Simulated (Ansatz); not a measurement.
# Bi: properties at the relaxed cell

Aim: for Bi, measure the bulk modulus from energies at several volumes.

Computed with Ansatz 0.2.0 (DFT PBEsol, scalar-relativistic, plane waves, PAW, unless a step's input says otherwise).

### 1 The structure to begin with

The structure is monoclinic, space group C2/m (No. 12). Conventional cell: a = 7.033 Å, b = 6.284 Å, c = 3.299 Å, α = 90.00°, β = 117.32°, γ = 90.00°. Bi (site symmetry m) is surrounded by 6 Bi at 3.23 to 3.30 Å.

Cell or atoms stand a little off a more symmetric structure (I4_1/amd at a tolerance of 0.3 Å), so results at this geometry aren't those of that ideal crystal.

Structure file:

```cif
data_structure
_symmetry_space_group_name_H-M 'C2/m'
_symmetry_Int_Tables_number 12
_cell_length_a 7.0331
_cell_length_b 6.2837
_cell_length_c 3.2989
_cell_angle_alpha 90.000
_cell_angle_beta 117.323
_cell_angle_gamma 90.000
_cell_volume 129.53
loop_
_atom_site_label
_atom_site_type_symbol
_atom_site_symmetry_multiplicity
_atom_site_Wyckoff_symbol
_atom_site_fract_x
_atom_site_fract_y
_atom_site_fract_z
_atom_site_occupancy
Bi1 Bi 4 i 0.74976 0.50000 0.11920 1
```

This cell was relaxed beforehand with the same method: volume 32.38 Å³/atom, gap on the mesh none (metal).

### 2 Point at V/V0 = 0.97

input.yaml

```yaml
crystal:
  lattice:
    - [3.4769385615, -3.1101163156, -0.1690752171]
    - [3.4769385615, 3.1101163156, -0.1690752171]
    - [-1.3562474299, 0.0, 2.9705958596]
  atoms:
    - { symbol: Bi, position: [0.2497598313, 0.2497598313, 0.1192027822] }
    - { symbol: Bi, position: [0.7502401687, 0.7502401687, 0.8807972178] }
basis:
  ecutwfc: 420
kpoints:
  mp_grid: { grid: [10, 10, 14] }
hamiltonian:
  xc: pbesol
scf:
  occupations: { method: gaussian, width: 0.1 }
output:
  forces: true
  stress: true
  eigenvalues: true
relax:
  adjacent_minimum: "off"
  f_tol: 0.01
  max_steps: 30
  cell: { stress_tol: 0.1, fix: [volume] }
```

Command:

```bash
$ ansatz run input.yaml --threads 1 --pin off --max-ram 2560MiB --backend cpu --events-out ev --progress --plain --runs-dir out
```

### 3 Point at V/V0 = 1.03

Edit input.yaml of step 2 so:

```diff
@@ -2,5 +2,5 @@
   lattice:
-    - [3.4769385615, -3.1101163156, -0.1690752171]
-    - [3.4769385615, 3.1101163156, -0.1690752171]
-    - [-1.3562474299, 0.0, 2.9705958596]
+    - [3.5471986742, -3.1729638808, -0.1724917986]
+    - [3.5471986742, 3.1729638808, -0.1724917986]
+    - [-1.3836537517, 0.0, 3.0306240701]
   atoms:
@@ -20,2 +20,6 @@
   eigenvalues: true
+  write_density: true
+  write_potential: true
+  elf: true
+  volumetric_format: npy
 relax:
```

### 4 Volume × 0.94

Edit input.yaml of step 3 so:

```diff
@@ -2,5 +2,5 @@
   lattice:
-    - [3.5471986742, -3.1729638808, -0.1724917986]
-    - [3.5471986742, 3.1729638808, -0.1724917986]
-    - [-1.3836537517, 0.0, 3.0306240701]
+    - [3.4407178174, -3.0777169145, -0.1673138888]
+    - [3.4407178174, 3.0777169145, -0.1673138888]
+    - [-1.342118825, 0.0, 2.9396499023]
   atoms:
@@ -20,6 +20,2 @@
   eigenvalues: true
-  write_density: true
-  write_potential: true
-  elf: true
-  volumetric_format: npy
 relax:
```

### 5 The cell scaled to 1.06 of its volume

Edit input.yaml of step 4 so:

```diff
@@ -2,5 +2,5 @@
   lattice:
-    - [3.4407178174, -3.0777169145, -0.1673138888]
-    - [3.4407178174, 3.0777169145, -0.1673138888]
-    - [-1.342118825, 0.0, 2.9396499023]
+    - [3.5813084463, -3.2034750206, -0.1741504753]
+    - [3.5813084463, 3.2034750206, -0.1741504753]
+    - [-1.3969589309, 0.0, 3.0597664739]
   atoms:
```

### 6 The cell scaled to 0.91 of its volume

input.yaml

```yaml
crystal:
  lattice:
    - [3.4034808833, -3.0439965675, -0.1643647327]
    - [3.4034808833, 3.0439965675, -0.1643647327]
    - [-1.3265975281, 0.0, 2.9083227133]
  atoms:
    - { symbol: Bi, position: [0.2500731044, 0.2500731044, 0.1190141713] }
    - { symbol: Bi, position: [0.7499268956, 0.7499268956, 0.8809858287] }
basis:
  ecutwfc: 420
kpoints:
  mp_grid: { grid: [10, 10, 14] }
hamiltonian:
  xc: pbesol
scf:
  occupations: { method: gaussian, width: 0.1 }
output:
  forces: true
  stress: true
  eigenvalues: true
relax:
  adjacent_minimum: "off"
  f_tol: 0.01
  max_steps: 30
  cell: { stress_tol: 0.1, fix: [volume] }
```

### 7 Point at V/V0 = 1.10

input.yaml

```yaml
crystal:
  lattice:
    - [3.6258012994, -3.2432738108, -0.1763140565]
    - [3.6258012994, 3.2432738108, -0.1763140565]
    - [-1.4143142326, 0.0, 3.0977798822]
  atoms:
    - { symbol: Bi, position: [0.2497598313, 0.2497598313, 0.1192027822] }
    - { symbol: Bi, position: [0.7502401687, 0.7502401687, 0.8807972178] }
basis:
  ecutwfc: 420
kpoints:
  mp_grid: { grid: [10, 10, 14] }
hamiltonian:
  xc: pbesol
scf:
  occupations: { method: gaussian, width: 0.1 }
output:
  forces: true
  stress: true
  eigenvalues: true
  write_density: true
  write_potential: true
  elf: true
  volumetric_format: npy
relax:
  adjacent_minimum: "off"
  f_tol: 0.01
  max_steps: 30
  cell: { stress_tol: 0.1, fix: [volume] }
```

### 8 Volume × 0.88

input.yaml

```yaml
crystal:
  lattice:
    - [3.3656612987, -3.0101715837, -0.1625383067]
    - [3.3656612987, 3.0101715837, -0.1625383067]
    - [-1.3118563354, 0.0, 2.8760053416]
  atoms:
    - { symbol: Bi, position: [0.2500731044, 0.2500731044, 0.1190141713] }
    - { symbol: Bi, position: [0.7499268956, 0.7499268956, 0.8809858287] }
basis:
  ecutwfc: 420
kpoints:
  mp_grid: { grid: [10, 10, 14] }
hamiltonian:
  xc: pbesol
scf:
  occupations: { method: gaussian, width: 0.1 }
output:
  forces: true
  stress: true
  eigenvalues: true
  write_density: true
  write_potential: true
  elf: true
  volumetric_format: npy
relax:
  adjacent_minimum: "off"
  f_tol: 0.01
  max_steps: 30
  cell: { stress_tol: 0.1, fix: [volume] }
```

(Steps that only read results are left out.)

**Question.** What will these runs give? Wanted: equilibrium volume of the fit; bulk modulus.

As calculated:

```
                     quantity          value
equilibrium volume of the fit  32.38 Å³/atom
                 bulk modulus         56 GPa
      its pressure derivative            4.6
```

In words: The fit puts the minimum at 32.38 Å³/atom with B = 56 GPa and B' = 4.6. Spin-orbit coupling is left out for Bi.
